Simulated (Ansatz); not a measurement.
Method: DFT PBE, scalar-relativistic, plane waves, PAW in Ansatz 0.2.0. Settings: cutoff 420 eV, Γ-centred meshes spaced at most about 0.3 Å⁻¹ (2π included), Gaussian smearing. No spin polarisation in the final relaxations.

All energies are static (0 K, no zero-point motion).

Two relaxed structures of Ga4As3P:

A.

```xyz
8
Lattice="5.6829 0.0000 0.0000 0.0000 5.6829 0.0000 0.0000 0.0000 5.6829" Properties=species:S:1:pos:R:3 pbc="T T T"
Ga    1.3941    4.2888    1.3941
Ga    1.3941    1.3941    4.2888
Ga    4.2888    4.2888    4.2888
Ga    4.2888    1.3941    1.3941
P     0.0000    0.0000    0.0000
As    0.0000    2.8415    2.8415
As    2.8415    2.8415    0.0000
As    2.8415    0.0000    2.8415
```

B.

```xyz
8
Lattice="4.0189 0.0000 0.0000 0.0000 4.0189 0.0000 0.0000 0.0000 11.3713" Properties=species:S:1:pos:R:3 pbc="T T T"
Ga    2.0094    0.0000    7.0291
Ga    0.0000    2.0094    9.9226
Ga    2.0094    0.0000    1.4488
Ga    0.0000    2.0094    4.3422
P     0.0000    0.0000    5.6857
As    0.0000    0.0000    0.0000
As    2.0094    2.0094    2.8948
As    2.0094    2.0094    8.4765
```

Task: Which placement of the atoms is lower in energy, and by how much?

Result: They are level within the accuracy (under 1 meV/atom apart). The two share one framework of sites and differ in which element sits where. A has P and As ordered on zinc blende sites, space group P-43m (No. 215), 22.9 Å³/atom and a gap of 0.49 eV on its mesh; B has P and As ordered on zinc blende sites, space group P-4m2 (No. 115), 23.0 Å³/atom and a gap of 0.47 eV. Counting As or P atoms around Ga (for each partner element, those within 1.25 times its shortest distance or 1.15 times the sum of covalent radii, where it is the nearest in units of that sum or under 1.3), A and B both have Ga 4. Both come from invented guesses.

Kohn–Sham gaps at this level usually fall short of measured ones. With atoms moved at random, P-4m2 came back. Other cells relaxed within their symmetry can be saddle points.
